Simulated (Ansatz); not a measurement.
# Moving the functional in B

Symmetry: Pm-3m, No. 221, cubic system. Conventional cell: a = 1.885 Å, b = 1.885 Å, c = 1.885 Å, α = 90.00°, β = 90.00°, γ = 90.00°. B (site symmetry m-3m) is surrounded by 6 B at 1.89 Å.

This isn't the form of B at room conditions, which is rhombohedral.

Kept alike: task band structure; k mesh 14 × 14 × 14; occupations fermi-dirac, width 0.05 eV; no spin polarisation. Program: Ansatz, Ansatz PAW. Cutoffs run from 420 to 500 eV. The mesh is that of the run's cell of 1 atom. No spin-orbit coupling.

| functional | pressure (GPa) |
| --- | --- |
| BLYP | 7.99 |
| LDA | -7.39 |
| PBE | 0.33 |
| PBEsol | -2.56 |
| RPBE | 4.02 |
| r2SCAN | 0.50 |
| revPBE | 3.29 |

Pressure is positive in compression, with a Pulay correction for the finite cutoff. For a metal such a mesh leaves the last digits unconverged. All rows use potentials made for PBE.

**Question.** What does the functional change here?

**Answer.** The pressure runs from -7.39 (LDA) to 7.99 GPa (BLYP). From PBE: BLYP +7.66; LDA -7.72; PBEsol -2.89; RPBE +3.69; r2SCAN +0.17; revPBE +2.96. A positive pressure means that the functional's own cell is larger than the one given, a negative one that it is smaller.
